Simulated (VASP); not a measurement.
Input of a VASP 6.6.1 run:

File INCAR:

```
SYSTEM = Na
PREC     = Accurate       ! precision mode
ENCUT    = 700            ! plane-wave cutoff, eV
EDIFF    = 1E-6           ! SCF threshold, eV
ISMEAR   = 0              ! smearing method
SIGMA    = 0.1            ! smearing width, eV
LREAL    = .FALSE.        ! projectors in reciprocal space
LASPH    = .TRUE.         ! aspherical terms in the spheres
NELM     = 100            ! most SCF steps
ALGO     = Normal         ! electronic algorithm
ISIF     = 2              ! what is computed and relaxed
LWAVE    = .FALSE.        ! write WAVECAR
LCHARG   = .FALSE.        ! write CHGCAR
GGA      = PS             ! functional
NBANDS   = 10             ! bands
```

File KPOINTS:

```
Automatic mesh
0
G
  14 14 14
  0 0 0
```

Contents of POSCAR:

```
Na
1.0
   -2.0848200000      2.0848200000      2.0848200000
    2.0848200000     -2.0848200000      2.0848200000
    2.0848200000      2.0848200000     -2.0848200000
Na
1
Direct
    0.0000000000      0.0000000000      0.0000000000
```

Potentials or basis: VASP PAW PBE potentials, release 64 (Na_pv).

The run is started by

```bash
$ cat potpaw_PBE.64/Na_pv/POTCAR > POTCAR
$ mpirun -np 1 vasp_std > vasp.out
```

Question: Estimate the band gap on the k mesh.

Answer: None (metal or under the smearing width).

Question: What does it give for the pressure?

Answer: 0.0 GPa.

Caveat: the PAW data sets were made with another functional, which shifts forces and pressure a little.
